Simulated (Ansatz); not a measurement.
ZnO built on the wurtzite prototype, relaxed with r2SCAN in Ansatz: it is hexagonal, P6_3mc (No. 186); conventional cell a = 3.235 Å, c = 5.211 Å, 11.81 Å³ an atom. Around Zn lie 4 O at 1.97–1.98 Å; around O lie 4 Zn at 1.97–1.98 Å. It was then strained (isotropic on every length), atoms relaxed again within the symmetry left. Unstrained, HSE06 gives 2.532 eV (Γ, 6×6×4 mesh), and the band edges keep their places in every row. Stress is positive in compression. No spin polarisation and no zero-point or thermal motion.

Axes as in this cell:
```xyz
4
Lattice="3.2353 0.0000 0.0000 -1.6177 2.8019 0.0000 0.0000 0.0000 5.2110" Properties=species:S:1:pos:R:3 pbc="T T T"
Zn    0.0000    1.8679   -0.0122
Zn    1.6177    0.9340    2.5932
O     0.0000    1.8679    1.9663
O     1.6177    0.9340    4.5718
```

| strain (%) | ln(V/V₀) | ΔE_g, HSE06 (eV) | Δpressure, r2SCAN (GPa) |
| --- | --- | --- | --- |
| -4.0 | -0.1225 | +0.259 | +24.05 |
| +1.0 | +0.0299 | -0.067 | -4.20 |
| +2.0 | +0.0594 | -0.136 | -7.82 |
| +2.5 | +0.0741 | -0.171 | -9.45 |
| +3.0 | +0.0887 | -0.206 | -10.95 |
| +3.22 | +0.0951 | -0.222 | -11.58 |

Task: Fit ΔE_g = a x + b x² to these rows by least squares, with x = ln(V/V₀).

Result: The normal equations take Σx² = 4.183e-02, Σx³ = 3.629e-04, Σx⁴ = 4.123e-04, ΣxΔE = -9.386e-02 and Σx²ΔE = -1.221e-03, and give a = -2.24 eV, b = -1.0 eV; the largest residual is 0.001 eV. a is the volume deformation potential of this gap.

Task: Fit the change of pressure in the same way.

Result: Δpressure = -153.8 x + (346) x² GPa. So B₀ = 153.8 GPa and B′ ≈ 2 × 346/153.8 = 4.5; two terms over so wide a range bias B₀ by a few per cent and B′ by more; the gap's pressure coefficient at zero is −a/B₀ = +15 meV/GPa, with HSE06's a and r2SCAN's B₀. With the axis ratios held, these aren't quite the hydrostatic values.

Task: Predict the withheld row at -1.0 % (x = -0.0302).

Result: ΔE_g ≈ -2.24 × (-0.0302) + (-1.0) × (-0.0302)² = +0.067 eV, and Δpressure ≈ +4.96 GPa. The runs give +0.066 eV and +4.83 GPa, off by -0.001 eV and -0.13 GPa.

The meshes of the hybrids are coarse, so their gaps aren't converged to the digits shown.
